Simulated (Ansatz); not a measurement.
Input:

Starting cell, ZrO2 (baddeleyite type, space group P2_1/c):

```yaml
crystal:
  lattice:
    - [5.18987, 0.00000, 0.00000]
    - [0.00000, 5.24188, 0.00000]
    - [-0.90466, 0.00000, 5.30184]
  atoms:
    - { symbol: Zr, position: [0.27576, 0.04379, 0.21002] }
    - { symbol: Zr, position: [0.72424, 0.54379, 0.28998] }
    - { symbol: Zr, position: [0.72424, 0.95621, 0.78998] }
    - { symbol: Zr, position: [0.27576, 0.45621, 0.71002] }
    - { symbol: O, position: [0.06497, 0.32630, 0.35005] }
    - { symbol: O, position: [0.93503, 0.82630, 0.14995] }
    - { symbol: O, position: [0.93503, 0.67370, 0.64995] }
    - { symbol: O, position: [0.06497, 0.17370, 0.85005] }
    - { symbol: O, position: [0.45100, 0.75674, 0.47552] }
    - { symbol: O, position: [0.54900, 0.25674, 0.02448] }
    - { symbol: O, position: [0.54900, 0.24326, 0.52448] }
    - { symbol: O, position: [0.45100, 0.74326, 0.97552] }
```

The atoms are displaced by Q × the pattern below (from a DFPT mode at Γ, largest move 1; Q in Å), at fixed cell.

```tsv
atom	x	y	z
Zr1	-0.709	-0.021	-0.704
Zr2	0.709	-0.021	0.704
Zr3	-0.709	-0.021	-0.704
Zr4	0.709	-0.021	0.704
O5	0.209	0.062	0.242
O6	-0.209	0.062	-0.242
O7	0.209	0.062	0.242
O8	-0.209	0.062	-0.242
O9	0.039	0.058	0.005
O10	-0.039	0.058	-0.005
O11	0.039	0.058	0.005
O12	-0.039	0.058	-0.005
```

These are PBE (plane waves to 420 eV, PAW, scalar-relativistic; Ansatz, a first-principles code) values and carry that method's errors. k mesh 5×5×5 (Γ-centred), Fermi-Dirac smearing 0.05 eV. E stands for the smeared free energy. ZrO2 is run without spin polarisation. ZrO2 was relaxed with its symmetry unable to fall. ΔE is measured from the undisplaced structure.

The scan covers Q from -0.100 to 0.100 Å in 13 points.

**Question.** Is this a single well or a double well?

**Answer.** A single well with its minimum at or next to zero displacement.

**Question.** Is the energy the same for equal positive and negative displacements?

**Answer.** Even: the same for both signs.

**Question.** What is the energy change at Q = 0.100 Å?

**Answer.** 186.8 meV/cell.

**Question.** What harmonic wavenumber does the curvature at Q = 0 give?

**Answer.** 165 cm⁻¹.

(For displaced atoms, the force is minus the slope of the energy, and its curvature is a force constant, which sets phonon frequencies.)
